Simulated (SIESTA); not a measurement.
## YN under changes of volume

One of the cells (14.790 Å³/atom); the others are scaled copies at fixed shape and fractional positions:

```xyz
2
Lattice="0.0000 2.4546 2.4546 2.4546 0.0000 2.4546 2.4546 2.4546 0.0000" Properties=species:S:1:pos:R:3 pbc="T T T"
Y     0.0000    0.0000    0.0000
N     2.4546    2.4546    2.4546
```

* Program: SIESTA 5.4.2
* Functional: PBEsol
* Potentials or basis: PseudoDojo 0.4 standard (PBEsol files)
* Basis: DZP (energy shift 0.003 Ry; two zetas on semicore shells)
* Grid cutoff: 800 Ry
* Energy shift: 0.003 Ry
* k mesh: 9 × 9 × 9
* Occupations: fermi-dirac, width 0.05 eV
* Spin: no spin polarisation

```csv
volume (Å³/atom),energy over the lowest point (meV/atom),pressure (GPa)
13.630,25.47,11.2
13.920,9.12,7.0
14.210,0.00,3.1
14.790,?,?
15.080,10.45,-6.4
15.370,24.45,-9.0
```

**Question.** What does the run at 14.790 Å³/atom give?

**Answer.** Energy over the lowest point 1.35 meV/atom; pressure -3.6 GPa.

Worked out: A Birch-Murnaghan fit of order 3 (a polynomial in V^(-2/3)) to the other rows has its minimum at 14.46 Å³/atom with B0 = V·E''(V) = 168 GPa and B' = 4.0. It gives 1.33 meV/atom at 14.790 Å³/atom, against the run's 1.35, and -dE/dV = -3.6 GPa, against -3.6.

Energies are extrapolated to zero smearing.

Caveats: the basis of atomic orbitals isn't converged, which shifts pressures, moduli and gaps.
